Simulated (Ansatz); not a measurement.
Debugging a calculation of In₂Sb

The input below was meant for crystalline In₂Sb, with PBEsol, plane waves and PAW in Ansatz.

```yaml
crystal:
  lattice:
    - [5.3799042018, 0.0, 0.0]
    - [-2.6899521009, 4.6591337087, 0.0]
    - [0.0, 0.0, 6.722552]
  atoms:
    - { symbol: In, position: [0.6666666667, 0.3333333333, 0.25] }
    - { symbol: In, position: [0.3333333333, 0.6666666667, 0.75] }
    - { symbol: In, position: [0.0, 0.0, 0.5] }
    - { symbol: In, position: [0.0, 0.0, 0.0] }
    - { symbol: Sb, position: [0.6666666667, 0.3333333333, 0.75] }
    - { symbol: Sb, position: [0.3333333333, 0.6666666667, 0.25] }
basis:
  ecutwfc: 420
kpoints:
  mp_grid: { grid: [1, 1, 1] }
hamiltonian:
  xc: pbesol
scf:
  occupations: { method: gaussian, width: 0.1 }
output:
  forces: true
  stress: true
  eigenvalues: true
```

Command:

```bash
ansatz run input.yaml --threads 1 --pin off --max-ram 2560MiB --backend cpu --events-out ev --progress --plain --runs-dir out
```

Output, shortened (HF is the Harris–Foulkes energy, dr2 the density residual in eV):

```text
Pseudopotential: In, paw, valence charge 13, recommended cutoff 420 eV (normal)
Pseudopotential: Sb, paw, valence charge 15, recommended cutoff 420 eV (normal)
Crystal: 6 atoms, lattice volume = 168.505 Å³
Basis set: ecut = 420 eV, 3281 PW (Γ), exchange–correlation on 72×72×90 points (8 copies of the dense FFT grid, shifted against one another)
Bands: 50, of which v1, the nominal top of the filled ones, is band 41 counted from 1 (40 counted from 0)
Symmetry: 24 space group operations
Space group: P63/mmc (ITA 194), of the structure as read, at distance tolerance 5.5e-5 Å
k-points: 1
PAW frozen core: In, regenerated for the run's functional, and the local potential with it (the file was generated under x = pbe(κ = 0.804, μ = 0.2195), c = pbe(β = 0.0667))
PAW frozen core: Sb, regenerated for the run's functional, and the local potential with it (the file was generated under x = pbe(κ = 0.804, μ = 0.2195), c = pbe(β = 0.0667))
Initial density: superposition of atomic densities, corrected by the library's trained network
SCF iter   1: HF=-34909.998359 eV  Δρ=1.90e-2  dr2=1.94e0
SCF iter   2: HF=-34909.638539 eV  Δρ=1.16e-2  dr2=4.21e-1
SCF iter   3: HF=-34909.539154 eV  Δρ=5.87e-3  dr2=1.43e-1
SCF iter   4: HF=-34909.518943 eV  Δρ=1.32e-3  dr2=3.91e-3
   ...
SCF iter   7: HF=-34909.518729 eV  Δρ=8.36e-5  dr2=1.27e-5
SCF iter   8: HF=-34909.518776 eV  Δρ=1.47e-5  dr2=4.05e-7
SCF iter   9: F=-34909.518776 eV  HF=-34909.518776 eV  Δρ=3.40e-6  dr2=3.75e-8
SCF 1 converged in 9 iterations: F = -34909.518776 eV  dr2 = 3.75e-8
SCF converged after 9 iterations
Free energy (F): -34909.518776 eV
E sigma→0 (E₀):  -34909.452750 eV
Entropy (-TS):   -0.132052 eV (-22.009 meV/atom)
Fermi energy:    9.482424 eV
--- Forces (eV/Å), atoms counted from 1 ---
  atom   1  In     0.00000000    -0.00000000     0.00000000
  atom   2  In    -0.00000000     0.00000000     0.00000000
  atom   3  In     0.00000000     0.00000000    -0.00000000
  atom   4  In     0.00000000     0.00000000    -0.00000000
  atom   5  Sb     0.00000000    -0.00000000     0.00000000
  atom   6  Sb    -0.00000000     0.00000000     0.00000000
--- Stress (GPa, compression-positive) ---
       23.188697       0.000000       0.000000
       -0.000000      23.188697       0.000000
        0.000000       0.000000     -20.397715
  P = ⅓ Tr σ = 8.6599 GPa (86.599 kbar)
```

Question: Which fault does the input hold?
A. An atom listed twice
B. A charge on a gapped cell under fixed occupations
C. Lattice vectors in bohr read as angstrom
D. A Hubbard U on a species that isn't in the cell
E. One k-point for a metal

Answer: E. One point can't sample a Fermi surface. The cure is a converged mesh.

Fix:

```diff
 kpoints:
-  mp_grid: { grid: [1, 1, 1] }
+  mp_grid: { grid: [12, 12, 6] }
```

The mended run converges, with a pressure of -2.56 GPa, no gap. The faulty run's energy lay 1.38 eV per atom higher.

Time of the mended run: 83 s on 1 thread of Intel(R) Xeon(R) Processor @ 2.50GHz (Skylake/Cascade Lake) (shared host), peak memory 0.71 GiB.